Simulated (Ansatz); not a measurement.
Eu (hcp type), DFT, PBE, all-electron LAPW, scalar-relativistic (Ansatz 0.2.0), on 2 threads of Arm Neoverse V1 (shared host).

Command: `ansatz run input.yaml --threads 2 --pin off --max-ram 7168MiB --backend cpu --events-out ev --progress --plain --runs-dir out`

```yaml
crystal:
  lattice:
    - [3.4225089175, 0.0, 0.0]
    - [-1.7112544588, 2.9639796672, 0.0]
    - [0.0, 0.0, 5.4965083496]
  atoms:
    - { symbol: Eu, position: [0.3333333333, 0.6666666667, 0.25], spin: 7.0 }
    - { symbol: Eu, position: [0.6666666667, 0.3333333333, 0.75], spin: 7.0 }
magnetization:
  spin_polarized: true
kpoints:
  mp_grid: { grid: [13, 13, 7] }
scf:
  occupations: { method: fermi_dirac, width: 0.08 }
hamiltonian:
  xc: pbe
  pseudopotentials: { kind: all_electron, lapw: { basis_error: 0.0005 } }
output:
  forces: true
  stress: true
  eigenvalues: true
relax:
  f_tol: 0.005
  max_steps: 12
  cell: { p_target: 11.0, stress_tol: 0.03 }
```

How large is the problem that the program sets up?

84 irreducible k-points, 537 plane waves at Γ, 48 bands.

About how long does it take, and how much memory?

2.6 min of wall time for 28 SCF iterations over 2 geometries, with a peak of 0.85 GiB. Times on shared machines scatter by tens of per cent.
